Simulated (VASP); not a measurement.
# GaAs (F-43m) in VASP: further runs

Aim: see how the results for GaAs move with the level of theory and the settings. Levels: PBEsol, r2SCAN, TB-mBJ. Tasks: band structure.

All numbers are computed with VASP 6.6.1; they aren't measurements. Logs are shortened: lines on timing, memory, paths and dates and some standing lists are left out, and cuts for length are marked.

**Experimental background.**

From “Evidence of valence band perturbations in GaAsN/GaAs(001): A combined variable-angle spectroscopic ellipsometry and modulated photoreflectance investigation”, 2008, arxiv:0805.2212, for a bulk crystal of GaAs at 300 K: band gap 1.418 ± 0.005 eV (direct).

The runs below are set against these values where they give the same quantity.

## 1. The structure

Symmetry: F-43m, No. 216, cubic system. Conventional cell: a = 5.663 Å, b = 5.663 Å, c = 5.663 Å, α = 90.00°, β = 90.00°, γ = 90.00°. Around Ga (site symmetry -43m) lie 4 As at 2.45 Å. As (site symmetry -43m) is surrounded by 4 Ga at 2.45 Å.

The cell is a database's computed one.

## 2. Band structure, PBEsol

File INCAR:

```
SYSTEM = GaAs
ALGO = Fast ; EDIFF = 1E-6
ENCUT = 520 ; GGA = PS
ISIF = 2 ; ISMEAR = 0
LASPH = .TRUE. ; LCHARG = .FALSE.
LREAL = .FALSE. ; LWAVE = .FALSE.
NELM = 60 ; PREC = Accurate
SIGMA = 0.02
```

File KPOINTS:

```
k-points
0
G
  10 10 10
  0 0 0
```

File POSCAR:

```
GaAs
1.0
    0.0000000000      2.8314000000      2.8314000000
    2.8314000000      0.0000000000      2.8314000000
    2.8314000000      2.8314000000      0.0000000000
Ga As
1 1
Direct
    0.0000000000      0.0000000000      0.0000000000
    0.7500000000      0.7500000000      0.7500000000
```

File KPOINTS_OPT:

```
path GXWKGLUWLK,UX
20
line-mode
reciprocal
 0.0000000000  0.0000000000  0.0000000000  G
 0.5000000000  0.0000000000  0.5000000000  X

 0.5000000000  0.0000000000  0.5000000000  X
 0.5000000000  0.2500000000  0.7500000000  W

 0.5000000000  0.2500000000  0.7500000000  W
 0.3750000000  0.3750000000  0.7500000000  K

 0.3750000000  0.3750000000  0.7500000000  K
 0.0000000000  0.0000000000  0.0000000000  G

 0.0000000000  0.0000000000  0.0000000000  G
 0.5000000000  0.5000000000  0.5000000000  L

 0.5000000000  0.5000000000  0.5000000000  L
 0.6250000000  0.2500000000  0.6250000000  U

 0.6250000000  0.2500000000  0.6250000000  U
 0.5000000000  0.2500000000  0.7500000000  W

 0.5000000000  0.2500000000  0.7500000000  W
 0.5000000000  0.5000000000  0.5000000000  L

 0.5000000000  0.5000000000  0.5000000000  L
 0.3750000000  0.3750000000  0.7500000000  K

 0.6250000000  0.2500000000  0.6250000000  U
 0.5000000000  0.0000000000  0.5000000000  X
```

Potentials or basis: VASP PAW PBE potentials, release 64 (Ga_d, As).

Started as:

```console
$ cat potpaw_PBE.64/Ga_d/POTCAR potpaw_PBE.64/As/POTCAR > POTCAR
$ mpirun -np 1 vasp_std > vasp.out
```

OUTCAR:

```text
SYSTEM = GaAs
   EDIFF = 1E-6
   ENCUT = 520
   GGA = PS
   ISIF = 2
   ISMEAR = 0
   LASPH = .TRUE.
   LREAL = .FALSE.
   NELM = 60
   PREC = Accurate

 ion  position               nearest neighbor table
   1  0.000  0.000  0.000-   2 2.45   2 2.45   2 2.45   2 2.45
   2  0.750  0.750  0.750-   1 2.45   1 2.45   1 2.45   1 2.45

  LATTYP: Found a face centered cubic cell.
 ALAT       =     5.6628000000

  Lattice vectors:

 A1 = (   0.0000000000,   2.8314000000,   2.8314000000)
 A2 = (   2.8314000000,   0.0000000000,   2.8314000000)
 A3 = (   2.8314000000,   2.8314000000,   0.0000000000)

Analysis of symmetry for initial positions (statically):
=====================================================================
 Subroutine PRICEL returns:
 Original cell was already a primitive cell.

 Routine SETGRP: Setting up the symmetry group for a
 face centered cubic supercell.

 Subroutine GETGRP returns: Found 24 space group operations
 (whereof 24 operations were pure point group operations)
 out of a pool of 48 trial point group operations.

The static configuration has the point symmetry T_d .

Analysis of symmetry for dynamics (positions and initial velocities):
=====================================================================
 Subroutine PRICEL returns:
 Original cell was already a primitive cell.

 Routine SETGRP: Setting up the symmetry group for a
 face centered cubic supercell.

 Subroutine GETGRP returns: Found 24 space group operations
 (whereof 24 operations were pure point group operations)
 out of a pool of 48 trial point group operations.

The dynamic configuration has the point symmetry T_d .

 Subroutine INISYM returns: Found 24 space group operations
 (whereof 24 operations are pure point group operations),
 and found     1 'primitive' translations

----------------------------------------------------------------------------------------

                                     Primitive cell

  volume of cell :      45.3977

  direct lattice vectors                    reciprocal lattice vectors
     0.000000000  2.831400000  2.831400000    -0.176591086  0.176591086  0.176591086
     2.831400000  0.000000000  2.831400000     0.176591086 -0.176591086  0.176591086
     2.831400000  2.831400000  0.000000000     0.176591086  0.176591086 -0.176591086

  length of vectors
     4.004204281  4.004204281  4.004204281     0.305864733  0.305864733  0.305864733

  position of ions in fractional coordinates (direct lattice)
     0.000000000  0.000000000  0.000000000
     0.750000000  0.750000000  0.750000000

  ion indices of the primitive-cell ions
   primitive index   ion index
[... 88 lines left out ...]
   EFERMI =   0.00;   METHOD = LEGACY
   ISMEAR =     0;   SIGMA  =   0.02  broadening in eV -4-tet -1-fermi 0-gaus
   EFERMI_NEDOS =   21; number of points for ismear=-14 and -15
   IALGO  =     68    algorithm
   IMIX   =      4    mixing-type and parameters
     AMIX     =   0.40;   BMIX     =  1.00
     AMIX_MAG =   1.60;   BMIX_MAG =  1.00
  volume/ion in A,a.u.               =      22.70       153.18
  Fermi-wavevector in a.u.,A,eV,Ry     =   1.202692  2.272758 19.680394  1.446468
  Thomas-Fermi vector in A             =   2.338466
   LORBIT       =      0    0 simple, 1 ext, 2 COOP (PROOUT), +10 PAW based schemes
   GGA     = PS    functional components
   LHFCALC =     F    Hartree Fock is set to
   AEXX    =    0.0000 exact exchange contribution
   IVDW    =     0    specifies the selected vdW correction
   LEPSILON=     F    determine dielectric tensor
   LRPA    =     F    only Hartree local field effects (RPA)
 non-spin polarized calculation
 RMM-DIIS sequential band-by-band and
 Gauss-broadening in eV      SIGMA  =   0.02
  energy-cutoff  :      520.00
  volume of cell :       45.40
 maximum number of plane-waves:      1243
 NGX is ok and might be reduce to    30
   NGX = 15   NGY = 15   NGZ = 15

 number of electron      17.9999991 magnetization

 Free energy of the ion-electron system (eV)
  ---------------------------------------------------
  ext. energy  EPLUGINS =         0.00000000
  ---------------------------------------------------
  free energy    TOTEN  =        -9.09158205 eV

  energy without entropy =       -9.09158205  energy(sigma->0) =       -9.09158205

 E-fermi :   3.8446     XC(G=0):  -9.7513

 val. band max:        3.7588713890   @ k =   0.0000   0.0000   0.0000
 cond. band min:       4.1790168211   @ k =   0.0000   0.0000   0.0000
 fundamental gap:      0.4201454321
 Fermi energy:         3.8445606885

 k-point     1 :       0.0000    0.0000    0.0000
  band No.  band energies     occupation
      1     -11.0063      2.00000
      2     -11.0063      2.00000
      3     -11.0063      2.00000
      4     -10.9274      2.00000
      5     -10.9274      2.00000
      6      -8.9587      2.00000
      7       3.7589      2.00000
      8       3.7589      2.00000
      9       3.7589      2.00000
     10       4.1790      0.00000
     11       7.4483      0.00000
     12       7.4483      0.00000
     13       7.4483      0.00000
[... 354 lines left out ...]
  band No.  band energies     occupation
      1     -11.0981      2.00000
      2     -10.9704      2.00000
      3     -10.9689      2.00000
      4     -10.9451      2.00000
      5     -10.9178      2.00000
      6      -7.2260      2.00000
      7      -1.9196      2.00000
      8       1.1627      2.00000
      9       1.5071      2.00000
     10       5.5209      0.00000
     11       6.5347      0.00000
     12      10.9739      0.00000
     13      11.6325      0.00000

 [... further k-points ...]

------------------------ aborting loop because EDIFF is reached ----------------------------------------

  FORCE on cell =-STRESS in cart. coord.  units (eV):
  Direction    XX          YY          ZZ          XY          YZ          ZX
  --------------------------------------------------------------------------------------
  -------------------------------------------------------------------------------------
  Total        0.0057718      0.0057718      0.0057718      0.0000000      0.0000000     -0.0000000
  in kB        0.2036972      0.2036972      0.2036972      0.0000000      0.0000000     -0.0000000
  external PRESSURE =       0.2036972 kB  Pullay stress =       0.0000000 kB

 VOLUME and BASIS-vectors are now :
 -----------------------------------------------------------------------------
  energy-cutoff  :      520.00
  volume of cell :       45.40
      direct lattice vectors                 reciprocal lattice vectors
     0.000000000  2.831400000  2.831400000    -0.176591086  0.176591086  0.176591086
     2.831400000  0.000000000  2.831400000     0.176591086 -0.176591086  0.176591086
     2.831400000  2.831400000  0.000000000     0.176591086  0.176591086 -0.176591086

 POSITION                                       TOTAL-FORCE (eV/Angst)
 -----------------------------------------------------------------------------------
      0.00000      0.00000      0.00000        -0.000000     -0.000000      0.000000
      4.24710      4.24710      4.24710         0.000000      0.000000     -0.000000
 -----------------------------------------------------------------------------------
    total drift:                               -0.000000     -0.000000     -0.000000

  FREE ENERGIE OF THE ION-ELECTRON SYSTEM (eV)
  ---------------------------------------------------
  free  energy   TOTEN  =        -9.0915820499 eV

  energy  without entropy=       -9.0915820499  energy(sigma->0) =       -9.09158205
```

It took 47 s on 1 thread of Intel Xeon 6975P-C (Granite Rapids), shared host; peak memory 0.2 GiB.

Results:

| Item | Value |
| --- | --- |
| Free energy | -9.0916 eV |
| Pressure | 0.0 GPa |
| Band gap on the k mesh | 0.42 eV, direct |
| Band gap along the path | 0.42 eV, direct |

Levels at the corners of the path, in eV from the valence-band top:
| point | band 5 | band 6 | band 7 | band 8 | band 9 | band 10 | band 11 | band 12 | band 13 |
| --- | --- | --- | --- | --- | --- | --- | --- | --- | --- |
| Γ | -14.69 | -12.72 | 0.00 | 0.00 | 0.00 | 0.42 | 3.69 | 3.69 | 3.69 |
| X | -14.67 | -10.22 | -6.83 | -2.68 | -2.68 | 1.36 | 1.58 | 10.09 | 10.09 |
| X | -14.67 | -10.22 | -6.83 | -2.68 | -2.68 | 1.36 | 1.58 | 10.09 | 10.09 |
| W | -14.68 | -10.16 | -6.64 | -3.55 | -3.36 | 4.57 | 4.63 | 5.33 | 5.93 |
| W | -14.68 | -10.16 | -6.64 | -3.55 | -3.36 | 4.57 | 4.63 | 5.33 | 5.93 |
| K | -14.68 | -10.25 | -6.64 | -3.88 | -2.26 | 1.87 | 4.56 | 7.85 | 8.00 |
| K | -14.68 | -10.25 | -6.64 | -3.88 | -2.26 | 1.87 | 4.56 | 7.85 | 8.00 |
| Γ | -14.69 | -12.72 | 0.00 | 0.00 | 0.00 | 0.42 | 3.69 | 3.69 | 3.69 |
| Γ | -14.69 | -12.72 | 0.00 | 0.00 | 0.00 | 0.42 | 3.69 | 3.69 | 3.69 |
| L | -14.68 | -10.95 | -6.65 | -1.14 | -1.14 | 0.92 | 4.58 | 4.58 | 7.58 |
| L | -14.68 | -10.95 | -6.65 | -1.14 | -1.14 | 0.92 | 4.58 | 4.58 | 7.58 |
| U | -14.68 | -10.25 | -6.64 | -3.88 | -2.26 | 1.87 | 4.56 | 7.85 | 8.00 |
| U | -14.68 | -10.25 | -6.64 | -3.88 | -2.26 | 1.87 | 4.56 | 7.85 | 8.00 |
| W | -14.68 | -10.16 | -6.64 | -3.55 | -3.36 | 4.57 | 4.63 | 5.33 | 5.93 |
| W | -14.68 | -10.16 | -6.64 | -3.55 | -3.36 | 4.57 | 4.63 | 5.33 | 5.93 |
| L | -14.68 | -10.95 | -6.65 | -1.14 | -1.14 | 0.92 | 4.58 | 4.58 | 7.58 |
| L | -14.68 | -10.95 | -6.65 | -1.14 | -1.14 | 0.92 | 4.58 | 4.58 | 7.58 |
| K | -14.68 | -10.25 | -6.64 | -3.88 | -2.26 | 1.87 | 4.56 | 7.85 | 8.00 |
| U | -14.68 | -10.25 | -6.64 | -3.88 | -2.26 | 1.87 | 4.56 | 7.85 | 8.00 |
| X | -14.67 | -10.22 | -6.83 | -2.68 | -2.68 | 1.36 | 1.58 | 10.09 | 10.09 |

Caveat: the PAW data sets were made with another functional, which shifts forces and pressure a little.

## 3. Band structure, r2SCAN

File INCAR:

```
SYSTEM = GaAs
ALGO = Normal ; EDIFF = 1E-6
ENCUT = 520 ; ISIF = 2
ISMEAR = 0 ; LASPH = .TRUE.
LCHARG = .FALSE. ; LMIXTAU = .TRUE.
LREAL = .FALSE. ; LWAVE = .FALSE.
METAGGA = R2SCAN ; NELM = 60
PREC = Accurate ; SIGMA = 0.02
```

KPOINTS is that of step 2.

POSCAR is that of step 2.

KPOINTS_OPT is that of step 2.

Potentials or basis: VASP PAW PBE potentials, release 64 (Ga_d, As).

Started as:

```console
$ cat potpaw_PBE.64/Ga_d/POTCAR potpaw_PBE.64/As/POTCAR > POTCAR
$ mpirun -np 1 vasp_std > vasp.out
```

Wall time 3.3 min (1 thread of Intel Xeon 6975P-C (Granite Rapids), shared host); peak memory 0.19 GiB.

The run converged. Its results:

* Free energy: -27.0561 eV
* Pressure: 0.3 GPa
* Band gap on the k mesh: 0.96 eV, direct
* Band gap along the path: 0.96 eV, direct

Levels at the corners of the path, in eV from the valence-band top:
```tsv
point	band 7	band 8	band 9	band 10	band 11	band 12
Γ	0.00	0.00	0.00	0.96	4.04	4.04
X	-6.97	-2.76	-2.76	1.77	1.95	10.82
X	-6.97	-2.76	-2.76	1.77	1.95	10.82
W	-6.78	-3.62	-3.41	5.00	5.06	5.89
W	-6.78	-3.62	-3.41	5.00	5.06	5.89
K	-6.77	-3.94	-2.32	2.27	5.01	8.51
K	-6.77	-3.94	-2.32	2.27	5.01	8.51
Γ	0.00	0.00	0.00	0.96	4.04	4.04
Γ	0.00	0.00	0.00	0.96	4.04	4.04
L	-6.79	-1.18	-1.18	1.35	4.99	4.99
L	-6.79	-1.18	-1.18	1.35	4.99	4.99
U	-6.77	-3.94	-2.32	2.27	5.01	8.51
U	-6.77	-3.94	-2.32	2.27	5.01	8.51
W	-6.78	-3.62	-3.41	5.00	5.06	5.89
W	-6.78	-3.62	-3.41	5.00	5.06	5.89
L	-6.79	-1.18	-1.18	1.35	4.99	4.99
L	-6.79	-1.18	-1.18	1.35	4.99	4.99
K	-6.77	-3.94	-2.32	2.27	5.01	8.51
U	-6.77	-3.94	-2.32	2.27	5.01	8.51
X	-6.97	-2.76	-2.76	1.77	1.95	10.82
```

Caveat: the PAW data sets were made with another functional, which shifts forces and pressure a little.

## 4. Band structure, TB-mBJ

POSCAR is that of step 3.

File INCAR.step1:

```
SYSTEM = GaAs
ALGO = Normal ; EDIFF = 1E-5
ENCUT = 520 ; GGA = PE
ISIF = 2 ; ISMEAR = 0
LASPH = .TRUE. ; LCHARG = .FALSE.
LREAL = .FALSE. ; LWAVE = .TRUE.
NELM = 60 ; PREC = Accurate
SIGMA = 0.02
```

File INCAR.step2:

```
SYSTEM = GaAs
ALGO = Normal ; EDIFF = 1E-6
ENCUT = 520 ; ISIF = 2
ISMEAR = 0 ; ISTART = 1
LASPH = .TRUE. ; LCHARG = .FALSE.
LREAL = .FALSE. ; LWAVE = .FALSE.
METAGGA = MBJ ; NELM = 60
PREC = Accurate ; SIGMA = 0.02
```

KPOINTS is that of step 3.

KPOINTS_OPT is that of step 3.

Started as:

```console
$ cat potpaw_PBE.64/Ga_d/POTCAR potpaw_PBE.64/As/POTCAR > POTCAR
$ cp INCAR.step1 INCAR
$ mpirun -np 1 vasp_std > vasp.out
$ cp INCAR.step2 INCAR
$ mpirun -np 1 vasp_std > vasp.out
```

It took 2.4 min on 1 thread of Intel Xeon 6975P-C (Granite Rapids), shared host; peak memory 0.2 GiB.

The run converged. Its results:

- Band gap on the k mesh: 1.55 eV, direct
- Band gap along the path: 1.55 eV, direct

Levels at the corners of the path, in eV from the valence-band top:
```
point  band 7  band 8  band 9  band 10  band 11  band 12
    Γ    0.00    0.00    0.00     1.55     4.20     4.20
    X   -6.40   -2.52   -2.52     2.13     2.28    10.89
    X   -6.40   -2.52   -2.52     2.13     2.28    10.89
    W   -6.21   -3.30   -3.09     5.13     5.17     6.07
    W   -6.21   -3.30   -3.09     5.13     5.17     6.07
    K   -6.21   -3.59   -2.12     2.60     5.15     8.53
    K   -6.21   -3.59   -2.12     2.60     5.15     8.53
    Γ    0.00    0.00    0.00     1.55     4.20     4.20
    Γ    0.00    0.00    0.00     1.55     4.20     4.20
    L   -6.24   -1.07   -1.07     1.78     5.07     5.07
    L   -6.24   -1.07   -1.07     1.78     5.07     5.07
    U   -6.21   -3.59   -2.12     2.60     5.15     8.53
    U   -6.21   -3.59   -2.12     2.60     5.15     8.53
    W   -6.21   -3.30   -3.09     5.13     5.17     6.07
    W   -6.21   -3.30   -3.09     5.13     5.17     6.07
    L   -6.24   -1.07   -1.07     1.78     5.07     5.07
    L   -6.24   -1.07   -1.07     1.78     5.07     5.07
    K   -6.21   -3.59   -2.12     2.60     5.15     8.53
    U   -6.21   -3.59   -2.12     2.60     5.15     8.53
    X   -6.40   -2.52   -2.52     2.13     2.28    10.89
```

Caveat: the PAW data sets were made with another functional, which shifts forces and pressure a little.

## 5. The runs side by side

| level | further INCAR settings | gap on the mesh (eV) | pressure (GPa) |
| --- | --- | --- | --- |
| PBEsol | ALGO = Fast; EDIFF = 1e-06 | 0.42 | 0.0 |
| r2SCAN | ALGO = Normal; EDIFF = 1e-06 | 0.96 | 0.3 |
| TB-mBJ | ALGO = Normal; EDIFF = 1e-06 | 1.55 | - |

Alike in all rows: task band structure; potentials or basis VASP PAW PBE potentials, release 64 (Ga_d, As); no spin polarisation; cell as given; k mesh 10 × 10 × 10; cutoff (eV) 520; smearing gaussian 0.02 eV.

On the cell as given the gap runs from 0.42 eV (PBEsol) to 1.55 eV (TB-mBJ).

Caveats: the PAW data sets were made with another functional, which shifts forces and pressure a little.

Absolute energies hang on the potentials; compare differences alone.

## 6. Against experiment

Step 2. Measured gap of GaAs: 1.418 eV (direct; 300 K; “Evidence of valence band perturbations in GaAsN/GaAs(001): A combined variable-angle spectroscopic ellipsometry and modulated photoreflectance investigation”, 2008, arxiv:0805.2212). This calculation gives 0.42 eV (-1.00 eV). 3 values of this kind are on record (1.412 to 1.51 eV); this one was drawn at random among those near their median, those with a stated uncertainty first. Spin-orbit coupling on As, Ga is left out. The value is that of PBEsol, without temperature or zero-point motion. Semilocal functionals fall short of measured gaps as a rule. The cell is a database's relaxed one, not the measured one, which moves gaps too.

Step 3. Against the measured gap of GaAs, 1.418 eV (direct; 300 K; “Evidence of valence band perturbations in GaAsN/GaAs(001): A combined variable-angle spectroscopic ellipsometry and modulated photoreflectance investigation”, 2008, arxiv:0805.2212), the calculated 0.96 eV is off by -0.46 eV. 3 values of this kind are on record (1.412 to 1.51 eV); this one was drawn at random among those near their median, those with a stated uncertainty first. Spin-orbit coupling on As, Ga is left out. The value is that of r2SCAN, without temperature or zero-point motion. The cell is a database's relaxed one, not the measured one, which moves gaps too.

Step 4. Against the measured gap of GaAs, 1.418 eV (direct; 300 K; “Evidence of valence band perturbations in GaAsN/GaAs(001): A combined variable-angle spectroscopic ellipsometry and modulated photoreflectance investigation”, 2008, arxiv:0805.2212), the calculated 1.55 eV is off by +0.13 eV. 3 values of this kind are on record (1.412 to 1.51 eV); this one was drawn at random among those near their median, those with a stated uncertainty first. Spin-orbit coupling on As, Ga is left out. The value is that of TB-mBJ, without temperature or zero-point motion. The cell is a database's relaxed one, not the measured one, which moves gaps too.
